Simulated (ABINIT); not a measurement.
Runs of ABINIT 10.8.3 (patched build) on NaI. Symmetry: Fm-3m, No. 225, cubic system. The conventional cell has a = 6.473 Å, b = 6.473 Å, c = 6.473 Å, α = 90.00°, β = 90.00°, γ = 90.00°. I (site symmetry m-3m) is surrounded by 6 Na at 3.24 Å. Na (site symmetry m-3m) is surrounded by 6 I at 3.24 Å. 

| task | level | potentials or basis | cutoff (eV) | fine-grid cutoff | gap on the mesh (eV) | pressure (GPa) |
| --- | --- | --- | --- | --- | --- | --- |
| band structure | r2SCAN | JTH PAW PBE v2.0 | 1306 | 1959.22 eV | 4.42 | 0.0 |
| band structure | r2SCAN | SG15 NC PBE v1.2 | 1306 | - | 4.41 | -0.2 |
| band structure | r2SCAN | PseudoDojo NC SR PBE v0.4.1 standard | 1442 | - | (a) | -0.2 |
| band structure | r2SCAN | Ansatz PAW PBE default generated set, frozen core | 490 | 979.61 eV | 4.43 | -0.1 |
| band structure | TB-mBJ | JTH PAW LDA v2.0 | 1306 | 1959.22 eV | (b) | - |

Alike in all rows: no spin polarisation; cell as given; k mesh 7 × 7 × 7; smearing fermi-dirac 0.05 eV.

Problem. Estimate the missing entries.

Solution. (a) 4.28; (b) 5.48.

Caveats: spin-orbit coupling is left out, which moves the levels of the heavy elements; the PAW data sets were made with another functional, which shifts forces and pressure a little (some runs); the potentials were made for another functional, which shifts forces and pressure (some runs); a meta-GGA on potentials with a model core is unreliable (some runs); the constant c of TB-mBJ comes from the pseudo density here, which moves gaps by up to 0.3 eV between sets of potentials (some runs).

A k mesh can miss the band edges, and the runs leave out spin-orbit coupling on I.

The runs don't all hold the same shells in valence.
